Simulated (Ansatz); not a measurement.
# Li2O: the cost of one run

Program: Ansatz 0.2.0. Level of theory: reference: DFT, PBEsol, plane waves, PAW. These are calculated values, not measurements.

5 further runs of the same task are left out: 5 that didn't finish.

## Step 1: The system as given

The structure is cubic, space group Fm-3m (No. 225). The conventional cell has a = 4.573 Å, b = 4.573 Å, c = 4.573 Å, α = 90.00°, β = 90.00°, γ = 90.00°. O (site symmetry m-3m) has 8 Li at 1.98 Å as nearest neighbours. Li (site symmetry -43m) has 4 O at 1.98 Å as nearest neighbours.

Coordinates:

```xyz
3
Lattice="0.0000 2.2864 2.2864 2.2864 0.0000 2.2864 2.2864 2.2864 0.0000" Properties=species:S:1:pos:R:3 pbc="T T T"
O     0.0000    0.0000    0.0000
Li    1.1432    1.1432    1.1432
Li    3.4296    3.4296    3.4296
```

## Step 2: Baseline

Input file input.yaml:

```yaml
crystal:
  lattice:
    - [0.0, 2.2863684517, 2.2863684517]
    - [2.2863684517, 0.0, 2.2863684517]
    - [2.2863684517, 2.2863684517, 0.0]
  atoms:
    - { symbol: O, position: [0.0, 0.0, 0.0] }
    - { symbol: Li, position: [0.25, 0.25, 0.25] }
    - { symbol: Li, position: [0.75, 0.75, 0.75] }
kpoints:
  mp_grid: { grid: [6, 6, 6] }
hamiltonian:
  xc: pbesol
scf:
  occupations: { method: fixed }
  n_extra_bands: 4
output:
  forces: true
  stress: true
  eigenvalues: true
  write_density: true
  write_potential: true
  elf: true
  volumetric_format: npy
```

Launch:

```bash
ansatz run input.yaml --threads 4 --pin off --max-ram 3686MiB --backend cpu --events-out ev --progress --plain --runs-dir out
```

Q: Estimate wall time and peak memory on 4 threads of an x86-64 CPU, shared host.

About 1.4 s, with a peak of 0.28 GiB.
